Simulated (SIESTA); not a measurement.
CuAu under changes of volume

One of the cells (15.351 Å³/atom); the others are scaled copies at fixed shape and fractional positions:

```
CELL_PARAMETERS angstrom
1.44306 0.83315 4.25617
-1.44306 0.83315 4.25617
0.00000 -1.66630 4.25617
ATOMIC_POSITIONS crystal
Au 0.00000 0.00000 0.00000
Cu 0.50000 0.50000 0.50000
```

The cell comes from a database or a generator and needn't be the stable form of this composition.

* Program: SIESTA 5.4.2
* Functional: PBEsol
* Potentials or basis: PseudoDojo 0.4 standard (PBEsol files)
* Basis: DZP (energy shift 0.003 Ry; two zetas on semicore shells)
* Grid cutoff: 800 Ry
* Energy shift: 0.003 Ry
* k mesh: 11 × 11 × 11
* Occupations: fermi-dirac, width 0.05 eV
* Spin: no spin polarisation

```csv
volume (Å³/atom),energy over the lowest point (meV/atom),pressure (GPa)
14.430,0.00,1.3
14.737,0.81,-2.0
15.044,7.66,-5.1
15.351,20.26,-7.8
15.658,37.35,-9.9
15.965,58.26,-11.9
16.272,?,?
```

Question: What does the run at 16.272 Å³/atom give?

Answer: Energy over the lowest point 82.88 meV/atom; pressure -13.8 GPa.

Worked out: A Birch-Murnaghan fit of order 3 (a polynomial in V^(-2/3)) to the other rows has its minimum at 14.55 Å³/atom with B0 = V·E''(V) = 173 GPa and B' = 6.5 at fixed shape and positions, which overstates the stiffness. It gives 82.52 meV/atom at 16.272 Å³/atom, against the run's 82.88, and -dE/dV = -13.4 GPa, against -13.8.

Energies are extrapolated to zero smearing.

Caveats: short orbitals over semicore shells can move pressures by several GPa; the basis of atomic orbitals isn't converged, which shifts pressures, moduli and gaps.
